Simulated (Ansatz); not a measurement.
Consider the formal loss of a carbene: `CC(C)C(C)C` → `CCC(C)C` + `[CH2]` (triplet).

Computed with Ansatz on PBE0-D4/def2-TZVP structures; ΔE is electronic, products minus reactants. CCSD(T)/CBS is the MP2 limit (def2-TZVPP, def2-QZVPP) plus CCSD(T) − MP2 in def2-TZVPP, frozen cores. This one scheme is used for every species. Functionals use def2-TZVPP. Triplets are unrestricted, without spin–orbit coupling. Each species was taken in one conformer, which may not be the lowest.

`CC(C)C(C)C`:

Z-matrix (Å, degrees):
```
C
C 1 1.522
H 1 1.093 2 110.9
H 1 1.094 2 111.5 3 -119.4
H 1 1.093 2 111.4 3 120.1
C 2 1.539 1 111.9 3 -173.1
C 2 1.523 1 110.4 3 59.3
H 2 1.098 1 107.2 3 -57.4
C 6 1.522 2 111.9 1 166.9
C 6 1.523 2 113.6 1 -67.3
H 6 1.098 2 105.9 1 50.4
H 7 1.093 2 110.4 1 -59.0
H 7 1.092 2 112.2 1 -178.8
H 7 1.094 2 111.3 1 60.1
H 9 1.094 6 111.5 2 67.5
H 9 1.093 6 111.4 2 -53.0
H 9 1.093 6 110.9 2 -173.1
H 10 1.092 6 112.3 2 54.6
H 10 1.093 6 111.3 2 -66.5
H 10 1.093 6 110.4 2 174.5
```

`CCC(C)C`:

```xyz
17

C    -1.995    0.068   -0.570
C    -0.887   -0.458    0.326
C     0.418    0.333    0.261
C     1.401   -0.177    1.305
C     1.045    0.297   -1.125
H    -1.734   -0.005   -1.628
H    -2.920   -0.494   -0.423
H    -2.209    1.119   -0.354
H    -0.674   -1.506    0.076
H    -1.238   -0.462    1.364
H     0.182    1.380    0.500
H     2.327    0.404    1.298
H     1.664   -1.222    1.109
H     0.977   -0.125    2.311
H     0.390    0.726   -1.886
H     1.269   -0.734   -1.419
H     1.984    0.857   -1.144
```

`[CH2]` (triplet):

Z-matrix (Å, degrees):
```
C
H 1 1.079
H 1 1.079 2 134.9
```

| species | BHLYP-D4 energy (Eh) |
| --- | --- |
| `CC(C)C(C)C` | -237.02433 |
| `CCC(C)C` | -197.72020 |
| `[CH2]` (triplet) | -39.14639 |

Work out ΔE.

ΔE = (-197.72020) + (-39.14639) − (-237.02433) = 0.15774 Eh = +99.0 kcal/mol. CCSD(T)/CBS gives +104.4 kcal/mol.

Largest T1 diagnostic among the species: 0.011.

Leaving LDA and LC-ωPBE aside and taking each functional with its dispersion term where it has one, the values, not all of them listed here, spread over 9.0 kcal/mol, from r2SCAN0-D4 to ωB97X-V. LDA lies +19.5 kcal/mol from PBE without D4. From r2SCAN to r2SCAN0 (25 % exact exchange), in def2-TZVPP and without D4, ΔE moves by −0.9 kcal/mol.
